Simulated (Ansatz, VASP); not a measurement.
**InP: VASP beside Ansatz**

Aim: how closely do two programs agree when they are given the same cell, functional and k mesh? The cell is taken from a series of VASP runs on this material, whose earlier steps may have relaxed, scaled or displaced it; both programs get it as it stands.

Main program and level: Ansatz 0.2.0; plane waves, with VASP 6.6.1 beside it; relaxation of cell and atoms at HSE06.

## (1) Set-up

The structure is cubic, space group F-43m (No. 216). The conventional cell has a = 5.900 Å, b = 5.900 Å, c = 5.900 Å, α = 90.00°, β = 90.00°, γ = 90.00°. Nearest to In lie 4 P at 2.55 Å. Nearest to P lie 4 In at 2.55 Å. Farther neighbours are not listed.

Coordinates:

```cif
data_structure
_symmetry_space_group_name_H-M 'F-43m'
_symmetry_Int_Tables_number 216
_cell_length_a 5.8995
_cell_length_b 5.8995
_cell_length_c 5.8995
_cell_angle_alpha 90.000
_cell_angle_beta 90.000
_cell_angle_gamma 90.000
_cell_volume 205.33
loop_
_atom_site_label
_atom_site_type_symbol
_atom_site_symmetry_multiplicity
_atom_site_Wyckoff_symbol
_atom_site_fract_x
_atom_site_fract_y
_atom_site_fract_z
_atom_site_occupancy
In1 In 4 a 0.00000 0.00000 0.00000 1
P1 P 4 c 0.25000 0.25000 0.25000 1
```

## (2) VASP: relaxation of cell and atoms, HSE06

The relaxed volume is the usual yardstick between codes: its relative difference is about their pressure difference at one cell divided by the bulk modulus.

Lines of VASP's logs that name or quote its potential files are left out, and so is its time.

The run reads the wave functions of an earlier VASP run, which isn't shown here.

INCAR reads:

```
SYSTEM = InP
PREC = Accurate
ENCUT = 450
EDIFF = 1E-07
NELM = 100
ISMEAR = 0
SIGMA = 0.03
LREAL = .FALSE.
ALGO = Normal
LHFCALC = .TRUE.
AEXX = 0.25
GGA = PE
HFSCREEN = 0.2
LASPH = .TRUE.
NBANDS = 15
PRECFOCK = Fast
LORBIT = 11
LWAVE = .FALSE.
LCHARG = .FALSE.
KPAR = 8
IBRION = 2
NSW = 50
ISIF = 3
EDIFFG = -0.002
```

POSCAR reads:

```
InP
1.0
    0.0000000000      2.9497558581      2.9497558581
    2.9497558581      0.0000000000      2.9497558581
    2.9497558581      2.9497558581      0.0000000000
In P
1 1
Direct
    0.0000000000      0.0000000000      0.0000000000
    0.7500000000      0.7500000000      0.7500000000
```

KPOINTS reads:

```
Automatic mesh
0
Gamma
6 6 6
0 0 0
```

Potentials, in the order of the species: In_d and P (PBE family, release 64).

Run with:

```
$ mpirun -np 8 vasp_std
```

Numbers of over 12 decimals in the logs are rounded to 6 here.

Log:

```text
[banner, memory and clock lines left out]
running    8 mpi-ranks, on    1 nodes
 distrk:  each k-point on    1 cores,    8 groups
 distr:  one band on    1 cores,    1 groups

 POSCAR found type information on POSCAR InP
 POSCAR found :  2 types and       2 ions
|                                                                             |
|           W    W    AA    RRRRR   N    N  II  N    N   GGGG   !!!           |
|           W    W   A  A   R    R  NN   N  II  NN   N  G    G  !!!           |
|           W    W  A    A  R    R  N N  N  II  N N  N  G       !!!           |
|           W WW W  AAAAAA  RRRRR   N  N N  II  N  N N  G  GGG   !            |
|           WW  WW  A    A  R   R   N   NN  II  N   NN  G    G                |
|           W    W  A    A  R    R  N    N  II  N    N   GGGG   !!!           |
|                                                                             |
|     For optimal performance we recommend to set                             |
|       NCORE = 2 up to number-of-cores-per-socket                            |
|     NCORE specifies how many cores store one orbital (NPAR=cpu/NCORE).      |
|     This setting can greatly improve the performance of VASP for DFT.       |
|     The default, NCORE=1 might be grossly inefficient on modern             |
|     multi-core architectures or massively parallel machines. Do your        |
|     Unfortunately you need to use the default for GW and RPA                |
|     calculations (for HF NCORE is supported but not extensively tested      |
|     yet).                                                                   |
|                                                                             |

 LDA part: xc-table for (Slater+PW92), standard interpolation
 found WAVECAR, reading the header
 POSCAR, INCAR and KPOINTS ok, starting setup
 FFT: planning ... GRIDC
 FFT: planning ... GRID_SOFT
 FFT: planning ... GRID
 reading WAVECAR
 the WAVECAR file was read successfully
 initial charge from wavefunction
 entering main loop
       N       E                     dE             d eps       ncg     rms          rms(c)
DAV:   1    -0.100123337700E+02   -0.10012E+02   -0.50300E-01   640   0.113E+01    0.331E+00
DAV:   2    -0.100181689075E+02   -0.58351E-02   -0.53487E-02   598   0.207E+00    0.383E+00
DAV:   3    -0.100158276735E+02    0.23412E-02   -0.49864E-03   723   0.883E-01    0.281E+00
DAV:   4    -0.100154425927E+02    0.38508E-03   -0.10255E-03   650   0.363E-01    0.176E+00
DAV:   5    -0.100154042962E+02    0.38297E-04   -0.18733E-04   673   0.162E-01    0.108E+00
DAV:   6    -0.100153889118E+02    0.15384E-04   -0.20026E-05   607   0.676E-02    0.655E-01
DAV:   7    -0.100153821190E+02    0.67928E-05   -0.55299E-06   571   0.289E-02    0.395E-01
DAV:   8    -0.100153811417E+02    0.97729E-06   -0.18728E-06   557   0.122E-02    0.238E-01
DAV:   9    -0.100153811851E+02   -0.43450E-07   -0.73759E-07   550   0.654E-03
   1 F= -.10015381E+02 E0= -.10015381E+02  d E =-.100154E+02
[...]
2 F= -.10015358E+02 E0= -.10015358E+02  d E =0.230224E-04
[...]
3 F= -.10015381E+02 E0= -.10015381E+02  d E =0.506589E-07
[...]
4 F= -.10015382E+02 E0= -.10015382E+02  d E =-.397217E-06
 curvature:  -0.08 expect dE=-0.224E-06 dE for cont linesearch -0.224E-06
 ZBRENT: bisectioning
 opt :   0.0830  next Energy=   -10.015382 (dE=-0.109E-05)
 bond charge predicted
       N       E                     dE             d eps       ncg     rms          rms(c)
DAV:   1    -0.100153841115E+02   -0.24438E-05   -0.57237E-05   606   0.156E-01    0.110E-02
DAV:   2    -0.100153826682E+02    0.14433E-05   -0.16624E-06   614   0.329E-02    0.486E-03
DAV:   3    -0.100153821864E+02    0.48173E-06   -0.80668E-07   417   0.203E-02    0.269E-03
DAV:   4    -0.100153820300E+02    0.15647E-06   -0.16751E-07   303   0.754E-03    0.185E-03
DAV:   5    -0.100153819235E+02    0.10649E-06   -0.48629E-08   261   0.266E-03    0.145E-03
DAV:   6    -0.100153818482E+02    0.75291E-07   -0.14627E-08   240   0.129E-03
   5 F= -.10015382E+02 E0= -.10015382E+02  d E =-.663030E-06
 curvature:  -0.26 expect dE=-0.783E-07 dE for cont linesearch -0.783E-07
 trial: gam= 0.00000 g(F)=  0.208E-45 g(S)=  0.306E-06 ort =-0.320E-05 (trialstep = 0.817E+00)
 search vector abs. value=  0.306E-06
 reached required accuracy - stopping structural energy minimisation
```

From OUTCAR (step 2):

```text
ion  position               nearest neighbor table
   1  0.000  0.000  0.000-   2 2.55   2 2.55   2 2.55   2 2.55
   2  0.750  0.750  0.750-   1 2.55   1 2.55   1 2.55   1 2.55

  LATTYP: Found a face centered cubic cell.
 ALAT       =     5.8995117162

 Subroutine GETGRP returns: Found 24 space group operations
 (whereof 24 operations were pure point group operations)

The static configuration has the point symmetry T_d .

 Found     16 irreducible k-points:

   k-points           NKPTS =     16   k-points in BZ     NKDIM =    216   number of bands    NBANDS=     15

   dimension x,y,z NGX =    30 NGY =   30 NGZ =   30
   dimension x,y,z NGXF=    60 NGYF=   60 NGZF=   60

   ENCUT  =  450.0 eV  33.07 Ry    5.75 a.u.   7.22  7.22  7.22*2*pi/ulx,y,z

   NELECT =      18.0000    total number of electrons

 k-points in reciprocal lattice and weights: Automatic mesh
   0.00000000  0.00000000  0.00000000       0.005
   0.16666667  0.00000000  0.00000000       0.037
   0.33333333  0.00000000  0.00000000       0.037
   0.50000000  0.00000000  0.00000000       0.019
   0.16666667  0.16666667  0.00000000       0.028
   0.33333333  0.16666667  0.00000000       0.111
   0.50000000  0.16666667  0.00000000       0.111
  -0.33333333  0.16666667  0.00000000       0.111
  -0.16666667  0.16666667  0.00000000       0.056
[...]
-0.33333333  0.33333333  0.16666667       0.111
  -0.33333333  0.50000000  0.16666667       0.056

  exchange ACFDT corr.  =         0.00000000  see jH, gK, PRB 81, 115126

 average (electrostatic) potential at core
       1 -89.6326       2 -79.3996

 E-fermi :   4.6791

 k-point     1 :       0.0000    0.0000    0.0000
  band No.  band energies     occupation
    ...
      5     -11.1566      2.00000
      6      -8.0600      2.00000
      7       4.5502      2.00000
      8       4.5502      2.00000
      9       4.5502      2.00000
     10       5.9455      0.00000
     11       9.4833      0.00000
     12       9.4833      0.00000
     13       9.4833      0.00000
     14      14.0525      0.00000
    ...

 k-point     2 :       0.1667    0.0000    0.0000
  band No.  band energies     occupation
    ...
      5     -11.1563      2.00000
      6      -7.7299      2.00000
      7       2.2904      2.00000
      8       4.2329      2.00000
      9       4.2329      2.00000
     10       7.0660      0.00000
     11       9.8710      0.00000
     12       9.9473      0.00000
     13       9.9473      0.00000
     14      14.1307      0.00000
    ...

 k-point     3 :       0.3333    0.0000    0.0000
  band No.  band energies     occupation
    ...
      5     -11.1508      2.00000
      6      -6.8791      2.00000
      7      -0.3317      2.00000
      8       3.7291      2.00000
      9       3.7291      2.00000
     10       6.9363      0.00000
     11      10.2925      0.00000
     12      10.2925      0.00000
     13      11.7539      0.00000
     14      14.3463      0.00000
    ...

  Total        0.0020566      0.0020566      0.0020566      0.0000000      0.0000000     -0.0000000
  in kB        0.0641979      0.0641979      0.0641979      0.0000000      0.0000000     -0.0000000
  external PRESSURE =       0.0641979 kB  Pullay stress =       0.0000000 kB

  energy-cutoff  :      450.00
  volume of cell :       51.33
      direct lattice vectors                 reciprocal lattice vectors
     0.000000000  2.949629048  2.949629048    -0.169512841  0.169512841  0.169512841
     2.949629048  0.000000000  2.949629048     0.169512841 -0.169512841  0.169512841
     2.949629048  2.949629048 -0.000000000     0.169512841  0.169512841 -0.169512841

 POSITION                                       TOTAL-FORCE (eV/Angst)
 -----------------------------------------------------------------------------------
      0.00000      0.00000      0.00000         0.000000      0.000000      0.000000
      4.42444      4.42444      4.42444        -0.000000     -0.000000     -0.000000
 -----------------------------------------------------------------------------------
    total drift:                                0.000001      0.000001      0.000001

  FREE ENERGIE OF THE ION-ELECTRON SYSTEM (eV)
  ---------------------------------------------------
  free  energy   TOTEN  =       -10.0153818482 eV

  energy  without entropy=      -10.0153818482  energy(sigma->0) =      -10.01538185

 reached required accuracy - stopping structural energy minimisation

 total charge
# of ion       s       p       d       tot
------------------------------------------
    1        0.838   0.766   9.914  11.518
    2        1.021   1.508   0.000   2.529
--------------------------------------------------
tot          1.859   2.274   9.914  14.047

[... 3 further parts left out ...]
```

CONTCAR:

```
InP
   1.00000000000000
     0.0000000000000000    2.9496290483957632    2.9496290483957632
     2.9496290483957632    0.0000000000000000    2.9496290483957632
     2.9496290483957632    2.9496290483957632   -0.0000000000000000
  In              P
     1     1
Direct
     0.0000000000000000    0.0000000000000000    0.0000000000000000
     0.7500000000000000    0.7500000000000000    0.7500000000000000
```

The PAW data sets were made with PBE, which is usual practice but a small mismatch for other functionals. The run keeps the 24 symmetry operations of its start, so it cannot find a distortion of lower symmetry.

(Part 1 of 2 ends here.)

[Lines on the potential files, build, host, timing and source positions are cut from VASP's logs without a mark.]

[Logs are printed without paths, hosts, clocks, repeated set-up lines and the standing remarks that a program may print on its own settings, such as how far it seeks lower states.]

[Hosts, paths, dates, database ids (printed as entryN), source tags and the programs' standing remarks are cut or masked in the printed files.]
